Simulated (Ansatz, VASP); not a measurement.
# CuI (Marshite) in VASP and in Ansatz

The input INCAR:

```
SYSTEM = CuI
ALGO = Normal
EDIFF = 1E-6
EDIFFG = -0.01
ENCUT = 600
GGA = PS
IBRION = 2
ISIF = 3
ISMEAR = -1
LASPH = .True.
LCHARG = .False.
LREAL = .False.
LWAVE = .False.
NELM = 80
NSW = 60
PREC = Accurate
SIGMA = 0.05
```

File KPOINTS:

```
k-points
0
Gamma
  8 8 8
  0 0 0
```

Contents of POSCAR:

```
CuI
1.0
    0.0000000000      3.0315000000      3.0315000000
    3.0315000000      0.0000000000      3.0315000000
    3.0315000000      3.0315000000      0.0000000000
I Cu
1 1
Direct
    0.0000000000      0.0000000000      0.0000000000
    0.7500000000      0.7500000000      0.7500000000
```

File input.yaml:

```yaml
crystal:
  lattice:
    - [0.0, 3.0315, 3.0315]
    - [3.0315, 0.0, 3.0315]
    - [3.0315, 3.0315, 0.0]
  atoms:
    - { symbol: I, position: [0.0, 0.0, 0.0] }
    - { symbol: Cu, position: [0.75, 0.75, 0.75] }
hamiltonian:
  xc: pbesol
  pseudopotentials: { kind: paw }
kpoints:
  mp_grid: { grid: [8, 8, 8] }
scf:
  occupations: { method: fermi_dirac, width: 0.05 }
output:
  forces: true
  stress: true
  eigenvalues: true
  write_density: true
  write_potential: true
  elf: true
  volumetric_format: npy
relax:
  f_tol: 0.01
  max_steps: 40
  cell: { stress_tol: 0.05 }
```

Alike in both runs: task relaxation of cell and atoms; functional PBEsol; k mesh 8 × 8 × 8; occupations fermi-dirac, width 0.05 eV; no spin polarisation.

|  | VASP | Ansatz |
| --- | --- | --- |
| version | VASP 6.6.1 | Ansatz 0.2.0 |
| potentials or method | VASP PAW PBE potentials, release 64 (I, Cu) | Ansatz PAW |
| plane-wave cutoff (eV) | 600 | 420 |
| valence electrons in the cell | 18 | 36 |

Ansatz gave:

```
gap on the k mesh at the Fermi level, each at its own relaxed structure (eV) : 1.17
relaxed volume (Å³/atom)                                                     : 26.19
relaxed cell length with the largest relative difference (Å)                 : 4.200
energy change over the relaxation (meV/atom)                                 : -14
```

**Question.** Which values does VASP return?

**Answer.** gap on the k mesh at the Fermi level, each at its own relaxed structure (eV): 1.18; relaxed volume (Å³/atom): 26.30; relaxed cell length with the largest relative difference (Å): 4.206; energy change over the relaxation (meV/atom): -13.

The two sets of potentials don't hold the same shells in valence.

Caveats: spin-orbit coupling is left out, which moves the levels of the heavy elements; the PAW data sets were made with another functional, which shifts forces and pressure a little (VASP); the plane-wave basis is chosen anew once the cell has moved, so the energies of steps on either side of that aren't comparable (Ansatz); the PAW data sets come from PBE, with cores solved anew for the run's functional, which leaves a small shift of forces and pressure (Ansatz).
